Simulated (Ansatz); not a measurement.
**Al2Cu under changes of volume**

One of the cells (15.671 Å³/atom); the others are scaled copies at fixed shape and fractional positions:

```
Cu Al
1.0
    -2.03034    2.03034    2.85109
     2.03034   -2.03034    2.85109
     2.03034    2.03034   -2.85109
Cu Al
1 2
Direct
  0.50000 0.50000 0.00000
  0.25000 0.75000 0.50000
  0.75000 0.25000 0.50000
```

The cell comes from a database or a generator and needn't be the stable form of this composition.

```yaml
Program: Ansatz 0.2.0
Functional: r2SCAN
Potentials_or_basis: Ansatz PAW
Cutoff: "500 eV (not typed: the program's choice for these potentials)"
k_mesh: 9 × 9 × 9
Occupations: fermi-dirac, width 0.05 eV
Spin: no spin polarisation
```

```tsv
volume (Å³/atom)	energy over the lowest point (meV/atom)	pressure (GPa)
14.730	23.21	8.0
15.044	10.40	5.2
15.357	?	?
15.671	0.00	0.3
15.984	1.40	-1.7
16.297	6.60	-3.6
16.611	15.21	-5.2
```

Q: What does the run at 15.357 Å³/atom give?

A: Energy over the lowest point 2.84 meV/atom; pressure 2.6 GPa.

Worked out: A Birch-Murnaghan fit of order 3 (a polynomial in V^(-2/3)) to the other rows has its minimum at 15.72 Å³/atom with B0 = V·E''(V) = 107 GPa and B' = 4.4 at fixed shape and positions, which overstates the stiffness. It gives 2.85 meV/atom at 15.357 Å³/atom, against the run's 2.84, and -dE/dV = 2.6 GPa, against 2.6.

Energies are extrapolated to zero smearing.

Caveats: the PAW data sets come from PBE, with cores solved anew for the run's functional, which leaves a small shift of forces and pressure.
